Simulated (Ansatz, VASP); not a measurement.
# Two plane-wave programs on BeTe

```
CELL_PARAMETERS angstrom
0.00000 2.77000 2.77000
2.77000 0.00000 2.77000
2.77000 2.77000 0.00000
ATOMIC_POSITIONS crystal
Te 0.75000 0.75000 0.75000
Be 0.00000 0.00000 0.00000
```

Alike in both runs: task relaxation of cell and atoms; functional PBE; k mesh 8 × 8 × 8; occupations fermi-dirac, width 0.05 eV; no spin polarisation.

|  | VASP | Ansatz |
| --- | --- | --- |
| version | VASP 6.6.1 | Ansatz 0.2.0 |
| potentials or method | VASP PAW PBE potentials, release 64 (Te_GW, Be_GW) | Ansatz PAW |
| plane-wave cutoff (eV) | 630 | 420 |
| valence electrons in the cell | 8 | 18 |

|  | VASP | Ansatz | Ansatz less VASP |
| --- | --- | --- | --- |
| relaxed volume (Å³/atom) | 22.74 | 22.71 | -0.030 |
| relaxed cell length with the largest relative difference (Å) | 4.007 | 4.005 | -0.0018 |
| energy change over the relaxation (meV/atom) | -19 | -18 | +0.9 |

The two sets of potentials don't hold the same shells in valence.

Caveats: the plane-wave basis is chosen anew once the cell has moved, so the energies of steps on either side of that aren't comparable (Ansatz). Zero-point motion and thermal expansion aren't in these numbers. PBE usually gives volumes a little too large and moduli too small.
